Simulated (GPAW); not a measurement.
The system is BaHfO3.

```xyz
5
Lattice="4.1696 0.0000 0.0000 0.0000 4.1696 0.0000 0.0000 0.0000 4.1704" Properties=species:S:1:pos:R:3 pbc="T T T"
Hf    0.0000    0.0000    2.0763
Ba    2.0848    2.0848    4.1555
O     0.0000    0.0000    4.1618
O     2.0848    0.0000    2.0806
O     0.0000    2.0848    2.0806
```

The cell comes from a database or a generator and needn't be the stable form of this composition.

Base run:

```yaml
Program: GPAW 26.7.0
Functional: r2SCAN
Potentials_or_basis: GPAW PAW data sets (gpaw-data 1.2.1)
Cutoff: 800 eV
Basis: pw
k_mesh: 4 × 4 × 4
Occupations: fermi-dirac, width 0.05 eV
Spin: no spin polarisation
```

Its results: band gap on the k mesh 4.13 eV, indirect (least direct gap 4.33 eV); pressure 1.8 GPa; largest force 0.024 eV/Å.

Problem. The run is repeated on the same cell with these changes: functional from r2SCAN to PBE. What comes out?

Solution. Band gap on the k mesh 3.60 eV, indirect (least direct gap 3.78 eV); pressure 5.4 GPa; largest force 0.023 eV/Å.

r2SCAN gives the wider gap, since meta-GGAs in the generalised Kohn-Sham scheme recover part of the derivative discontinuity.

Caveats: spin-orbit coupling is left out, which moves the levels of the heavy elements; the PAW data sets were made with another functional, which shifts forces and pressure a little (some runs).
